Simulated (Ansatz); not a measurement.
**Could ZnO exist in this structure?**

Plane-wave DFT in Ansatz with scalar-relativistic PAW potentials. The crystal relaxes under PBE to P6_3mc with a = 3.279 Å, c = 5.293 Å, 12.33 Å³/atom. No spin polarisation.

```
Zn O
1.0
     3.27950    0.00000    0.00000
    -1.63975    2.84013    0.00000
     0.00000    0.00000    5.29332
Zn O
2 2
Direct
  0.33333 0.66667 0.49997
  0.66667 0.33333 0.99997
  0.66667 0.33333 0.37904
  0.33333 0.66667 0.87904
```

Q: Test it against the elements, against displacements at the zone centre and against strain.

A:
- Energy over the elements: -1.424 eV/atom (PBE, standard states in the same functional, gases uncorrected)
- Optical modes at Γ: all 9 real, 90 to 553 cm⁻¹ (LDA, without the LO-TO term)
- Least eigenvalue of the elastic tensor: 37 GPa (PBE)

It passes all three tests. So it is a local minimum against everything tried and bound against the elements. Modes at other wave vectors, other structures and decomposition into other compounds weren't tested here. The modes and the tensor belong to cells relaxed at their own level (12.33 Å³/atom for the tensor), not to the cell shown.